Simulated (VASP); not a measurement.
These are modified Becke-Johnson potential (mBJ) with spin-orbit coupling, VASP's PBE PAW potentials (set 64) (plane waves; VASP) values and carry that method's errors.

Input for VASP

**INCAR**
```
ALGO = Normal
EDIFF = 1E-6
ENCUT = 350
GGA_COMPAT = .FALSE.
ISIF = 0
ISMEAR = 0
LASPH = .TRUE.
LCHARG = .FALSE.
LMAXMIX = 4
LMIXTAU = .TRUE.
LREAL = .FALSE.
LSORBIT = .TRUE.
LWAVE = .FALSE.
MAGMOM = 0 0 0 0 0 0
METAGGA = MBJ
NELM = 200
PREC = Accurate
SIGMA = 0.05
SYSTEM = ZnTe
```

### KPOINTS
```
Automatic mesh
0
Gamma
6 6 6
0 0 0
```

File KPOINTS_OPT:
```
k-points along high-symmetry lines
11
Line-mode
Reciprocal
  0.000000   0.000000   0.000000 ! GAMMA
 -0.500000  -0.500000   0.000000 ! X

 -0.500000  -0.500000   0.000000 ! X
 -0.375000  -0.375000   0.250000 ! U

 -0.375000   0.000000   0.375000 ! K
  0.000000   0.000000   0.000000 ! GAMMA

  0.000000   0.000000   0.000000 ! GAMMA
  0.000000   0.000000   0.500000 ! L

  0.000000   0.000000   0.500000 ! L
 -0.500000  -0.250000   0.250000 ! W

 -0.500000  -0.250000   0.250000 ! W
 -0.500000  -0.500000   0.000000 ! X
```

POSCAR:
```
ZnTe
4.3677220
  0.0000000000   0.7071067457   0.7071067457
  0.7071067457   0.0000000000   0.7071067457
  0.7071067457   0.7071067457   0.0000000000
Zn Te
1 1
Direct
  0.0000000000   0.0000000000   0.0000000000
  0.2500000000   0.2500000000   0.2500000000
```

POTCAR, in this order: Zn Te (PBE.64 set). Program: vasp_ncl. Read from the step before: WAVECAR.

What VASP printed:

OSZICAR:
```
       N       E                     dE             d eps       ncg     rms          rms(c)
DAV:   1     0.423016514897E+03    0.42302E+03   -0.11970E+00  1324   0.194E+01    0.222E+00
DAV:   2     0.423072205228E+03    0.55690E-01   -0.10392E+00  1164   0.969E+00    0.247E+00
DAV:   3     0.423218832313E+03    0.14663E+00   -0.64322E-02  1194   0.243E+00    0.180E+00
DAV:   4     0.423515933330E+03    0.29710E+00   -0.63972E-02  1156   0.256E+00    0.972E-01
DAV:   5     0.423681481004E+03    0.16555E+00   -0.36689E-02  1154   0.218E+00    0.348E-01
DAV:   6     0.423804144857E+03    0.12266E+00   -0.63966E-03  1170   0.973E-01    0.184E-01
DAV:   7     0.423675979303E+03   -0.12817E+00   -0.16751E-02  1164   0.149E+00    0.440E-01
DAV:   8     0.423791767232E+03    0.11579E+00   -0.73976E-03  1146   0.102E+00    0.102E-01
DAV:   9     0.423792222725E+03    0.45549E-03   -0.90587E-04  1208   0.293E-01    0.446E-02
DAV:  10     0.423775280557E+03   -0.16942E-01   -0.32784E-04  1154   0.150E-01    0.423E-02
DAV:  11     0.423784789744E+03    0.95092E-02   -0.14165E-04  1150   0.106E-01    0.114E-02
DAV:  12     0.423786496581E+03    0.17068E-02   -0.20699E-05  1244   0.377E-02    0.348E-03
DAV:  13     0.423788238732E+03    0.17422E-02   -0.55301E-06  1150   0.257E-02    0.906E-03
DAV:  14     0.423787023293E+03   -0.12154E-02   -0.33868E-06  1152   0.172E-02    0.450E-03
DAV:  15     0.423786391726E+03   -0.63157E-03   -0.35873E-07   762   0.509E-03    0.302E-03
DAV:  16     0.423786320504E+03   -0.71222E-04   -0.51772E-08   578   0.241E-03    0.291E-03
DAV:  17     0.423786119881E+03   -0.20062E-03   -0.17317E-08   572   0.136E-03    0.202E-03
DAV:  18     0.423785886159E+03   -0.23372E-03   -0.13594E-08   572   0.140E-03    0.817E-04
DAV:  19     0.423785755557E+03   -0.13060E-03   -0.80541E-09   572   0.838E-04    0.244E-04
DAV:  20     0.423785720427E+03   -0.35130E-04   -0.16952E-09   572   0.404E-04    0.110E-04
DAV:  21     0.423785727293E+03    0.68658E-05   -0.38204E-10   572   0.209E-04    0.211E-04
DAV:  22     0.423785731232E+03    0.39392E-05   -0.57583E-11   572   0.618E-05    0.217E-04
DAV:  23     0.423785679174E+03   -0.52058E-04   -0.99859E-10   572   0.402E-04    0.608E-05
DAV:  24     0.423785679842E+03    0.66831E-06   -0.16358E-10   572   0.157E-04
   1 F= 0.42378568E+03 E0= 0.42378568E+03  d E =-.486834E-11  mag=    -0.0000    -0.0000     0.0000
       N       E                     dE             ncg
       N       E                     dE             ncg
       N       E                     dE             ncg
```

File OUTCAR:
```
------------------------ aborting loop because EDIFF is reached ----------------------------------------
  volume of cell :       58.92
      direct lattice vectors                 reciprocal lattice vectors
     0.000000000  3.088445690  3.088445690    -0.161893732  0.161893732  0.161893732
     3.088445690  0.000000000  3.088445690     0.161893732 -0.161893732  0.161893732
     3.088445690  3.088445690  0.000000000     0.161893732  0.161893732 -0.161893732
 POSITION                                       TOTAL-FORCE (eV/Angst)
 -----------------------------------------------------------------------------------
      0.00000      0.00000      0.00000         0.000000      0.000000      0.000000
      1.54422      1.54422      1.54422        -0.000000     -0.000000     -0.000000
 -----------------------------------------------------------------------------------
    total drift:                                0.000000      0.000000      0.000000
  FREE ENERGIE OF THE ION-ELECTRON SYSTEM (eV)
  ---------------------------------------------------
  free  energy   TOTEN  =       423.7856798420 eV

  energy  without entropy=      423.7856798420  energy(sigma->0) =      423.78567984

     CMBJ =    1.0000

     CMBJA=   -0.0120

     CMBJB=    1.0230

     CMBJE=    0.5000

    CMBJ =    1.2355

 Ion:    1  E_soc:     -0.0079135

 Ion:    2  E_soc:     -0.1759211
```
(Selected blocks of OUTCAR.)

OUTCAR:
```
 val. band max:        3.1993166434   @ k =   0.0000   0.0000   0.0000

 cond. band min:       5.2414072165   @ k =   0.0000   0.0000   0.0000


 Fermi energy:         3.4102548237

 k-point     1 :       0.0000    0.0000    0.0000
  band No.  band energies     occupation
      1      -8.3348      1.00000
      2      -8.3348      1.00000
      3      -3.8393      1.00000
      4      -3.8393      1.00000
      5      -3.8393      1.00000
      6      -3.8393      1.00000
      7      -3.5932      1.00000
      8      -3.5932      1.00000
      9      -3.3788      1.00000
     10      -3.3788      1.00000
     11      -3.3788      1.00000
     12      -3.3788      1.00000
     13       2.3789      1.00000
     14       2.3789      1.00000
     15       3.1993      1.00000
     16       3.1993      1.00000
     17       3.1993      1.00000
     18       3.1993      1.00000
     19       5.2414      0.00000
     20       5.2414      0.00000
     21       7.9144      0.00000
     22       7.9144      0.00000
     23       7.9956      0.00000
     24       7.9956      0.00000
     25       7.9956      0.00000
     26       7.9956      0.00000

 k-point     2 :       0.1667    0.0000    0.0000
  band No.  band energies     occupation
      1      -8.1719      1.00000
      2      -8.1719      1.00000
      3      -3.8426      1.00000
      4      -3.8231      1.00000
      5      -3.8135      1.00000
      6      -3.8135      1.00000
      7      -3.5719      1.00000
      8      -3.5719      1.00000
      9      -3.3833      1.00000
     10      -3.3820      1.00000
     11      -3.3820      1.00000
     12      -3.3606      1.00000
     13       1.2719      1.00000
     14       1.2719      1.00000
     15       2.5021      1.00000
     16       2.5021      1.00000
     17       2.9603      1.00000
     18       2.9671      1.00000
     19       5.9812      0.00000
     20       5.9812      0.00000
     21       8.3038      0.00000
     22       8.3038      0.00000
...
```

mBJ is a potential without an energy functional, so only the levels count.

The compound is ZnTe in the zinc blende structure. It was relaxed first. The cell's shape comes from a PBE relaxation.
